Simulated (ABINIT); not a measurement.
A run of ABINIT 10.8.3 (patched build):

File run.abi:

```
# Pseudopotentials
pp_dirpath "./"
pseudos "Ti.GGA_PBE-JTH.xml, Si.GGA_PBE-JTH.xml"

# Structure
structure "poscar:POSCAR"
natom 3
chkprim 0
chksymtnons 0
tolsym 1.0e-6

# Plane-wave basis
ecut 408.170794 eV
pawecutdg 30.0
pawxcdev 0

# k points
kptopt 1
ngkpt 12 12 12
nshiftk 1
shiftk 0.0 0.0 0.0

# Exchange and correlation
ixc 11

# Bands and occupations
nband 14
occopt 3
tsmear 0.05 eV

# SCF cycle
nstep 100
tolvrs 1.0e-9

# Output
iomode 3
prtwf 0
prteig 0
prtebands 0
enunit 2
prtden 1
prtvha 1
prtvclmb 1
prtpot 1
```

File POSCAR:

```
TiSi2
1.0
   -1.4728720000      1.7121300000      4.2120830000
    1.4728720000     -1.7121300000      4.2120830000
    1.4728720000      1.7121300000     -4.2120830000
Ti Si
1 2
Direct
    0.0000000000      0.0000000000      0.0000000000  Ti
    0.6700780000      0.6700780000      0.0000000000  Si
    0.3299220000      0.3299220000      0.0000000000  Si
```

Potentials or basis: JTH PAW PBE v2.0.

Run with:

```sh
$ abinit run.abi > log 2>&1
```

Hardware: 1 thread of Arm Neoverse V2, on a shared host.

How long does it take, and how much memory?

Run time: 5.5 min on 1 thread of Arm Neoverse V2, with other jobs on the host, peak memory 0.23 GiB. Counts: scf iterations 32, mpi ranks 1, k points 280, bands 14, plane waves 810.
